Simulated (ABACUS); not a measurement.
# BaTe (Fm-3m) in ABACUS: a series of runs, part 2 of 2

ABACUS 3.10.1.

**3. Single point, r2SCAN**

The input, run_abacus.py:

```python
"""ABACUS run from a structure file: ASE reads it, the script writes STRU, KPT and INPUT."""
import re
import subprocess
import spglib
from ase import Atoms
from ase.io import read
from ase.units import Bohr

atoms = read("BaTe.cif")
cell, frac, numbers = spglib.standardize_cell((atoms.cell[:], atoms.get_scaled_positions(), atoms.numbers), to_primitive=True, symprec=1e-4)
atoms = Atoms(numbers=numbers, cell=cell, scaled_positions=frac, pbc=True)  # the primitive cell
atoms = atoms[(-atoms.numbers).argsort(kind="stable")]  # ABACUS lists atoms element by element
pseudo = {'Ba': 'Ba_ONCV_PBE-1.2.upf', 'Te': 'Te_ONCV_PBE-1.2.upf'}
orbital = {}
magmoms = None
kmesh = [4, 4, 4]
params = {
    'suffix': 'BaTe',
    'calculation': 'scf',
    'basis_type': 'pw',
    'pseudo_dir': './',
    'symmetry': 1,
    'dft_functional': 'MGGA_X_R2SCAN+MGGA_C_R2SCAN',
    'ecutwfc': 96,
    'pseudo_rcut': 7,
    'nspin': 1,
    'nbands': 23,
    'ks_solver': 'dav',
    'smearing_method': 'fd',
    'smearing_sigma': 0.00367493,
    'scf_thr': 1e-08,
    'scf_nmax': 100,
    'mixing_type': 'broyden',
    'mixing_beta': 0.7,
    'cal_force': 1,
    'cal_stress': 1,
    'mixing_tau': 1,
    'out_chg': 1,
    'out_pot': 2,
    'out_elf': 1,
}

symbols = atoms.get_chemical_symbols()
elements = list(dict.fromkeys(symbols))
lines = ["ATOMIC_SPECIES"] + [f"{e} {atoms.get_masses()[symbols.index(e)]:.4f} {pseudo[e]}" for e in elements]
if orbital:
    lines += ["", "NUMERICAL_ORBITAL"] + [orbital[e] for e in elements]
lines += ["", "LATTICE_CONSTANT", f"{1 / Bohr:.10f}", "", "LATTICE_VECTORS"]
lines += [" ".join(f"{x:.10f}" for x in v) for v in atoms.cell]
lines += ["", "ATOMIC_POSITIONS", "Direct"]
for e in elements:
    lines += ["", e, "0.0", str(symbols.count(e))]
    for i, p in enumerate(atoms.get_scaled_positions(wrap=False)):
        if symbols[i] == e:
            mag = "" if magmoms is None else " mag " + " ".join(str(x) for x in (magmoms[i] if isinstance(magmoms[i], list) else [magmoms[i]]))
            lines.append(" ".join(f"{x:.10f}" for x in p) + " 1 1 1" + mag)
open("STRU", "w").write("\n".join(lines) + "\n")
open("KPT", "w").write("K_POINTS\n0\nGamma\n%d %d %d 0 0 0\n" % tuple(kmesh))
open("INPUT", "w").write("INPUT_PARAMETERS\n" + "".join(f"{k:<20s}{v}\n" for k, v in params.items()))

done = subprocess.run(['mpirun', '-np', '4', 'abacus'])
if done.returncode:
    raise SystemExit(done.returncode)
log = open("OUT.BaTe/running_scf.log").read()
print("final energy (eV):", re.findall(r"FINAL_ETOT_IS (\S+)", log))
```

The input, BaTe.cif:

```cif
data_BaTe
_cell_length_a 6.82000000
_cell_length_b 6.82000000
_cell_length_c 6.82000000
_cell_angle_alpha 90.00000000
_cell_angle_beta 90.00000000
_cell_angle_gamma 90.00000000
_space_group_name_H-M_alt 'Fm-3m'
_space_group_name_Hall '-F 4 2 3'
_space_group_IT_number 225
loop_
_space_group_symop_operation_xyz
'x,y,z'
'-x,-y,-z'
'-y,x,z'
'y,-x,-z'
'-x,-y,z'
'x,y,-z'
'y,-x,z'
'-y,x,-z'
'x,-y,-z'
'-x,y,z'
'-y,-x,-z'
'y,x,z'
'-x,y,-z'
'x,-y,z'
'y,x,-z'
'-y,-x,z'
'z,x,y'
'-z,-x,-y'
'z,-y,x'
'-z,y,-x'
'z,-x,-y'
'-z,x,y'
'z,y,-x'
'-z,-y,x'
'-z,x,-y'
'z,-x,y'
'-z,-y,-x'
'z,y,x'
'-z,-x,y'
'z,x,-y'
'-z,y,x'
'z,-y,-x'
'y,z,x'
'-y,-z,-x'
'x,z,-y'
'-x,-z,y'
'-y,z,-x'
'y,-z,x'
'-x,z,y'
'x,-z,-y'
'-y,-z,x'
'y,z,-x'
'-x,-z,-y'
'x,z,y'
'y,-z,-x'
'-y,z,x'
'x,-z,y'
'-x,z,-y'
'x,y+1/2,z+1/2'
'-x,-y+1/2,-z+1/2'
'-y,x+1/2,z+1/2'
[... 62 lines left out ...]
'-z+1/2,-x,-y+1/2'
'z+1/2,-y,x+1/2'
'-z+1/2,y,-x+1/2'
'z+1/2,-x,-y+1/2'
'-z+1/2,x,y+1/2'
'z+1/2,y,-x+1/2'
'-z+1/2,-y,x+1/2'
'-z+1/2,x,-y+1/2'
'z+1/2,-x,y+1/2'
'-z+1/2,-y,-x+1/2'
'z+1/2,y,x+1/2'
'-z+1/2,-x,y+1/2'
'z+1/2,x,-y+1/2'
'-z+1/2,y,x+1/2'
'z+1/2,-y,-x+1/2'
'y+1/2,z,x+1/2'
'-y+1/2,-z,-x+1/2'
'x+1/2,z,-y+1/2'
'-x+1/2,-z,y+1/2'
'-y+1/2,z,-x+1/2'
'y+1/2,-z,x+1/2'
'-x+1/2,z,y+1/2'
'x+1/2,-z,-y+1/2'
'-y+1/2,-z,x+1/2'
'y+1/2,z,-x+1/2'
'-x+1/2,-z,-y+1/2'
'x+1/2,z,y+1/2'
'y+1/2,-z,-x+1/2'
'-y+1/2,z,x+1/2'
'x+1/2,-z,y+1/2'
'-x+1/2,z,-y+1/2'
'x+1/2,y+1/2,z'
'-x+1/2,-y+1/2,-z'
'-y+1/2,x+1/2,z'
'y+1/2,-x+1/2,-z'
'-x+1/2,-y+1/2,z'
'x+1/2,y+1/2,-z'
'y+1/2,-x+1/2,z'
'-y+1/2,x+1/2,-z'
'x+1/2,-y+1/2,-z'
'-x+1/2,y+1/2,z'
'-y+1/2,-x+1/2,-z'
'y+1/2,x+1/2,z'
'-x+1/2,y+1/2,-z'
'x+1/2,-y+1/2,z'
'y+1/2,x+1/2,-z'
'-y+1/2,-x+1/2,z'
'z+1/2,x+1/2,y'
'-z+1/2,-x+1/2,-y'
'z+1/2,-y+1/2,x'
'-z+1/2,y+1/2,-x'
'z+1/2,-x+1/2,-y'
'-z+1/2,x+1/2,y'
'z+1/2,y+1/2,-x'
'-z+1/2,-y+1/2,x'
'-z+1/2,x+1/2,-y'
'z+1/2,-x+1/2,y'
'-z+1/2,-y+1/2,-x'
'z+1/2,y+1/2,x'
'-z+1/2,-x+1/2,y'
'z+1/2,x+1/2,-y'
'-z+1/2,y+1/2,x'
'z+1/2,-y+1/2,-x'
'y+1/2,z+1/2,x'
'-y+1/2,-z+1/2,-x'
'x+1/2,z+1/2,-y'
'-x+1/2,-z+1/2,y'
'-y+1/2,z+1/2,-x'
'y+1/2,-z+1/2,x'
'-x+1/2,z+1/2,y'
'x+1/2,-z+1/2,-y'
'-y+1/2,-z+1/2,x'
'y+1/2,z+1/2,-x'
'-x+1/2,-z+1/2,-y'
'x+1/2,z+1/2,y'
'y+1/2,-z+1/2,-x'
'-y+1/2,z+1/2,x'
'x+1/2,-z+1/2,y'
'-x+1/2,z+1/2,-y'
loop_
_atom_site_label
_atom_site_type_symbol
_atom_site_symmetry_multiplicity
_atom_site_Wyckoff_symbol
_atom_site_fract_x
_atom_site_fract_y
_atom_site_fract_z
_atom_site_occupancy
Ba1 Ba 4 a 0.0000000000 0.0000000000 0.0000000000 1
Te1 Te 4 b 0.5000000000 0.0000000000 0.0000000000 1
```

Potentials or basis: SG15 ONCV 1.2 PBE, plane waves.

Started as:

```console
OMP_NUM_THREADS=1 python run_abacus.py > log
```

running log:

```text
ABACUS v3.10.1

               Atomic-orbital Based Ab-initio Computation at UStc

 ------------------------------------------------------------------------------------

 READING GENERAL INFORMATION
                           global_out_dir = OUT.BaTe/
                           global_in_card = INPUT
                               pseudo_dir = ./
                              orbital_dir =
                                    DSIZE = 4
                                    GSIZE = 1

 READING UNITCELL INFORMATION
                                    ntype = 2
                  lattice constant (Bohr) = 1.88973
              lattice constant (Angstrom) = 1

 READING ATOM TYPE 1
                               atom label = Ba
                      L=0, number of zeta = 1
                      L=1, number of zeta = 1
                      L=2, number of zeta = 1
             number of atom for this type = 1

 READING ATOM TYPE 2
                               atom label = Te
                      L=0, number of zeta = 1
                      L=1, number of zeta = 1
                      L=2, number of zeta = 1
             number of atom for this type = 1

                        TOTAL ATOM NUMBER = 2
DIRECT COORDINATES
    atom                   x                   y                   z     mag                  vx                  vy                  vz
taud_Ba1            0.0000000000        0.0000000000        0.0000000000  0.0000        0.0000000000        0.0000000000        0.0000000000
taud_Te1            0.5000000000        0.5000000000        0.5000000000  0.0000        0.0000000000        0.0000000000        0.0000000000

                          Volume (Bohr^3) = 535.168
                             Volume (A^3) = 79.3035

 Lattice vectors: (Cartesian coordinate: in unit of a_0)
                   +0               +3.41               +3.41
                +3.41                  +0               +3.41
                +3.41               +3.41                  +0
 Reciprocal vectors: (Cartesian coordinate: in unit of 2 pi/a_0)
            -0.146628           +0.146628           +0.146628
            +0.146628           -0.146628           +0.146628
            +0.146628           +0.146628           -0.146628
 The esolver type has been set to : ksdft_pw

                PAO radial cut off (Bohr) = 7

[... 194 lines left out ...]
 SELF-CONSISTENT
 -------------------------------------------
                                 init_chg = atomic

 PW ALGORITHM --------------- ION=   1  ELEC=   1--------------------------------

 Density error is 0.267611935891
                          Error Threshold = 0.01
----------------------------------------------------------
     Energy           Rydberg                 eV
----------------------------------------------------------
 E_KohnSham     -225.6244912513      -3069.7786893682
 E_Harris       -221.7865523960      -3017.5608523610
 E_Fermi        0.5510370409         7.4972435654
----------------------------------------------------------
[... 63 lines left out ...]
 Density error is 4.63270497781e-10
                          Error Threshold = 1.20644986423e-10
----------------------------------------------------------
     Energy           Rydberg                 eV
----------------------------------------------------------
 E_KohnSham     -225.7303229666      -3071.2186037266
 E_KS(sigma->0) -225.7303229666      -3071.2186037260
 E_Harris       -225.7304481970      -3071.2203075727
 E_band         -22.6680011095       -308.4139773590
 E_one_elec     -105.4564026442      -1434.8079665430
 E_Hartree      58.7611793722        799.4868606618
 E_xc           -25.3312010254       -344.6486711286
 E_Ewald        -153.7038986692      -2091.2488267155
 E_entropy(-TS) -0.0000000001        -0.0000000014
 E_descf        0.0000000000         0.0000000000
 E_exx          0.0000000000         0.0000000000
 E_Fermi        0.6054867672         8.2380700979
----------------------------------------------------------

 charge density convergence is achieved
 final etot is -3071.2186037 eV
 EFERMI = 8.2380700979 eV
The vacuum level is 7.081299471 eV

 STATE ENERGY(eV) AND OCCUPATIONS    NSPIN == 1
 1/8 kpoint (Cartesian) = 0.0000 0.0000 0.0000 (2106 pws)
       1       -27.0062      0.0312500
       2       -27.0062      0.0312500
       3       -26.9883      0.0312500
       4       -26.9883      0.0312500
       5       -26.9883      0.0312500
       6       -20.3659      0.0312500
[... 140 lines left out ...]
      22        17.1484    1.51460e-78
      23        17.9056    4.00811e-85

[... levels at 2 further k points ...]

------------------------------------------------------------------------------------------
 TOTAL-FORCE (eV/Angstrom)
------------------------------------------------------------------------------------------
                       Ba1         0.0000000000         0.0000000000         0.0000000000
                       Te1         0.0000000000         0.0000000000         0.0000000000
------------------------------------------------------------------------------------------

----------------------------------------------------------------
 TOTAL-STRESS (KBAR)
----------------------------------------------------------------
        35.5394881565        -0.0000000000         0.0000000000
        -0.0000000000        35.5394881565         0.0000000000
        -0.0000000000         0.0000000000        35.5394881565
----------------------------------------------------------------
 TOTAL-PRESSURE: 35.539488 KBAR

 --------------------------------------------
 !FINAL_ETOT_IS -3071.2186037266415042 eV
 --------------------------------------------
```

It took 50 s on 4 MPI ranks of Intel Xeon Platinum 8259CL at 2.50GHz (Skylake/Cascade Lake), shared host; peak memory 0.36 GiB.

What came out:

```
Free energy            : -3071.2186 eV
Pressure               : 3.6 GPa
Band gap on the k mesh : 1.87 eV, indirect (least direct gap 2.22 eV)
```

Caveat: the potentials were made for another functional, which shifts forces and pressure; spin-orbit coupling is left out, which moves the levels of the heavy elements. A k mesh can miss the band edges.
